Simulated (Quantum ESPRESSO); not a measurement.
The system is SiO2.

```
Si O
1.0
     4.23317    0.00000    0.00000
     0.00000    4.23317    0.00000
     0.00000    0.00000    2.69349
Si O
2 4
Cartesian
  0.0000 0.0000 0.0000
  2.1166 2.1166 1.3467
  3.4155 0.8177 1.3467
  1.2989 1.2989 0.0000
  0.8177 3.4155 1.3467
  2.9343 2.9343 0.0000
```

The cell comes from a database or a generator and needn't be the stable form of this composition.

Base run:

* Program: Quantum ESPRESSO 7.5
* Functional: LDA
* Potentials or basis: GBRV 1.5 LDA
* Cutoff: 612 eV
* Density cutoff: 4898 eV
* k mesh: 6 × 6 × 10
* Occupations: fermi-dirac, width 0.05 eV
* Spin: no spin polarisation

Its results: band gap on the k mesh 5.05 eV, direct; pressure -13.5 GPa; largest force 0.119 eV/Å.

**Question.** The run is repeated on the same cell with these changes: functional from LDA to PBE; potentials or basis from GBRV 1.5 LDA to SSSP 1.3 efficiency PBE; cutoff from 612 eV to 748 eV; density cutoff from 4898 eV to 5987 eV. What comes out?

**Answer.** Band gap on the k mesh 5.04 eV, direct; pressure 0.1 GPa; largest force 0.011 eV/Å.

Caveats: some levels on the path didn't converge (some runs).
